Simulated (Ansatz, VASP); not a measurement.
## PbSe in VASP and in Ansatz

Contents of INCAR:

```
SYSTEM = PbSe
PREC     = Accurate       ! precision mode
ENCUT    = 520            ! plane-wave cutoff, eV
EDIFF    = 1E-7           ! SCF threshold, eV
ISMEAR   = 0              ! smearing method
SIGMA    = 0.03           ! smearing width, eV
LREAL    = .FALSE.        ! projectors in reciprocal space
LASPH    = .TRUE.         ! aspherical terms in the spheres
NELM     = 80             ! most SCF steps
ALGO     = Normal         ! electronic algorithm
ISIF     = 2              ! what is computed and relaxed
LWAVE    = .FALSE.        ! write WAVECAR
LCHARG   = .FALSE.        ! write CHGCAR
GGA      = PE             ! functional
NBANDS   = 17             ! bands
```

Contents of KPOINTS:

```
Automatic mesh
0
G
  10 10 10
  0 0 0
```

POSCAR

```
PbSe
1.0
    0.0000000000      2.8815934758      3.4579121710
    2.8815934758      0.0000000000      3.4579121710
    2.8815934758      2.8815934758      0.0000000000
Pb Se
1 1
Direct
    0.0000000000      0.0000000000      0.0000000000
    0.5000000000      0.5000000000      0.5000000000
```

Input for Ansatz:

```yaml
crystal:
  lattice:
    - [0.0, 2.8815934758, 3.457912171]
    - [2.8815934758, 0.0, 3.457912171]
    - [2.8815934758, 2.8815934758, 0.0]
  atoms:
    - { symbol: Pb, position: [0.0, 0.0, 0.0] }
    - { symbol: Se, position: [0.5, 0.5, 0.5] }
basis:
  ecutwfc: 420
kpoints:
  mp_grid: { grid: [10, 10, 10] }
hamiltonian:
  xc: pbe
scf:
  occupations: { method: gaussian, width: 0.03 }
output:
  forces: true
  stress: true
  eigenvalues: true
```

Alike in both runs: task single point; functional PBE; k mesh 10 × 10 × 10; occupations gaussian, width 0.03 eV; no spin polarisation.

|  | VASP | Ansatz |
| --- | --- | --- |
| version | VASP 6.6.1 | Ansatz 0.2.0 |
| potentials or method | VASP PAW PBE potentials, release 64 (Pb_d, Se) | scalar-relativistic, plane waves, PAW |
| plane-wave cutoff (eV) | 520 | 420 |
| valence electrons in the cell | 20 | 30 |

VASP gave:

- gap on the k mesh at the Fermi level (eV): 0.12
- least direct gap on the mesh (eV): 0.36
- pressure (GPa): 6.7
- largest component of the traceless stress (GPa): 11.49

Question: Which values does Ansatz return?

Answer: gap on the k mesh at the Fermi level (eV): 0.13; least direct gap on the mesh (eV): 0.36; pressure (GPa): 6.7; largest component of the traceless stress (GPa): 11.46.

The functional is the same, so the differences come from potentials, cutoffs and numerics. The two sets of potentials don't hold the same shells in valence.

Caveats: spin-orbit coupling is left out, which as a rule narrows the gap of such compounds by several tenths of an eV.
